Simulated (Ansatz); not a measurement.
# PbF2 (fluorite): equation of state and elastic constants

An exercise on one series of results from a longer session: the logs are not shown, and one member is left open.

Method: DFT PBE, scalar-relativistic, plane waves, PAW, in Ansatz 0.2.0.

2 further runs of the same task are left out: 1 that didn't finish, 1 set aside as unsound or not needed.

### Starting point

Symmetry: Fm-3m, No. 225, cubic system. Conventional cell: a = 6.001 Å, b = 6.001 Å, c = 6.001 Å, α = 90.00°, β = 90.00°, γ = 90.00°. Around Pb (site symmetry m-3m) lie 8 F at 2.60 Å. F (site symmetry -43m) is surrounded by 4 Pb at 2.60 Å.

Structure file:

```cif
data_structure
_symmetry_space_group_name_H-M 'Fm-3m'
_symmetry_Int_Tables_number 225
_cell_length_a 6.0007
_cell_length_b 6.0007
_cell_length_c 6.0007
_cell_angle_alpha 90.000
_cell_angle_beta 90.000
_cell_angle_gamma 90.000
_cell_volume 216.08
loop_
_atom_site_label
_atom_site_type_symbol
_atom_site_symmetry_multiplicity
_atom_site_Wyckoff_symbol
_atom_site_fract_x
_atom_site_fract_y
_atom_site_fract_z
_atom_site_occupancy
Pb1 Pb 4 a 0.00000 0.00000 0.00000 1
F1 F 8 c 0.25000 0.75000 0.75000 1
```

An earlier run at PBE left this cell at 18.007 Å³/atom and 0.00 GPa (10×10×10 mesh).

Volume factors to run: 0.980, 1.020, 0.960, 1.040, 1.070, 1.100, 0.945.

The first run:

File input.yaml:

```yaml
crystal:
  lattice:
    - [0.0, 2.9802272175, 2.9802272175]
    - [2.9802272175, 0.0, 2.9802272175]
    - [2.9802272175, 2.9802272175, 0.0]
  atoms:
    - { symbol: Pb, position: [0.0, 0.0, 0.0] }
    - { symbol: F, position: [0.25, 0.25, 0.25] }
    - { symbol: F, position: [0.75, 0.75, 0.75] }
basis:
  ecutwfc: 420
  ecutrho_ratio: 4
kpoints:
  mp_grid: { grid: [10, 10, 10] }
hamiltonian:
  xc: pbe
scf:
  occupations: { method: gaussian, width: 0.05 }
output:
  forces: true
  stress: true
  eigenvalues: true
```

Run with:

```bash
> ansatz run input.yaml --threads 2 --pin off --max-ram 2662MiB --backend cpu --events-out ev --progress --plain --runs-dir out
```

Among the steps run: Volume × 0.980; At 1.020 of the relaxed volume; At 0.960 of the relaxed volume; Volume × 1.040; Scaling the volume by 1.070; Scaling the volume by 1.100; At 0.945 of the relaxed volume.

One table of the session follows, with a row left open; its other results are not shown here.

It belongs to the step «The fit». 

| volume (Å³/atom) | energy (meV/atom) | pressure (GPa) | gap (eV) |
| --- | --- | --- | --- |
| 17.016 | 12.64 | 4.31 | 4.43 |
| 17.286 | 6.48 | 3.00 | 4.43 |
| 17.646 | 1.57 | 1.41 | 4.43 |
| 18.007 | 0.00 | 0.00 | 4.43 |
| 18.367 | ? | ? | ? |
| 18.727 | 5.56 | -2.38 | 4.40 |
| 19.267 | 16.06 | -3.83 | 4.37 |
| 19.807 | 31.11 | -5.05 | 4.34 |

Estimate the missing values for volume (Å³/atom) = 18.367.

Worked estimate for «energy (meV/atom)». A straight line through the neighbours (18.007, 0.00) and (18.727, 5.56) gives 0.00 + (5.56 − 0.00) × (18.367 − 18.007) / (18.727 − 18.007) = 2.78; a parabola fitted to 4 rows on both sides gives 1.51.

**Answer.** energy (meV/atom): 1.40; pressure (GPa): -1.26; gap (eV): 4.42. In «energy (meV/atom)» the line misses by +1.38 and the parabola by +0.11.
